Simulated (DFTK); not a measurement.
V, 1 atom in the cell. It takes space group Im-3m (No. 229, cubic). The conventional cell has a = 3.029 Å, b = 3.029 Å, c = 3.029 Å, α = 90.00°, β = 90.00°, γ = 90.00°. V (site symmetry m-3m) is surrounded by 8 V at 2.62 Å. 

```yaml
Program: DFTK 0.8.2
Task: band structure
Functional: LDA
Potentials_or_basis: SG15 1.2 (PBE)
Cutoff: 1225 eV
k_mesh: 10 × 10 × 10
Occupations: fermi-dirac, width 0.05 eV
Spin: collinear spin, ferromagnetic start
Starting_moments: "[2.0] μB"
Valence_electrons: V 13
SCF_tolerance_on_the_density: 1e-06
```

Potentials or basis: SG15 1.2 (PBE).

Run with:

```console
$ julia --threads=1 run.jl  # save.jl only writes the numbers to a file and isn't shown; printed stress counts tension as positive; times include loading and compiling
```

Hardware: 1 thread of Intel(R) Xeon(R) Processor @ 2.50GHz (Skylake/Cascade Lake), with other jobs on the host.

Q: Estimate the wall time of this run.

A: Wall time 4.2 min on 1 thread of Intel(R) Xeon(R) Processor @ 2.50GHz (Skylake/Cascade Lake) (shared host), peak memory 1.7 GiB. Counts: scf iterations 13, k points 47, plane waves 1409, bands 12.
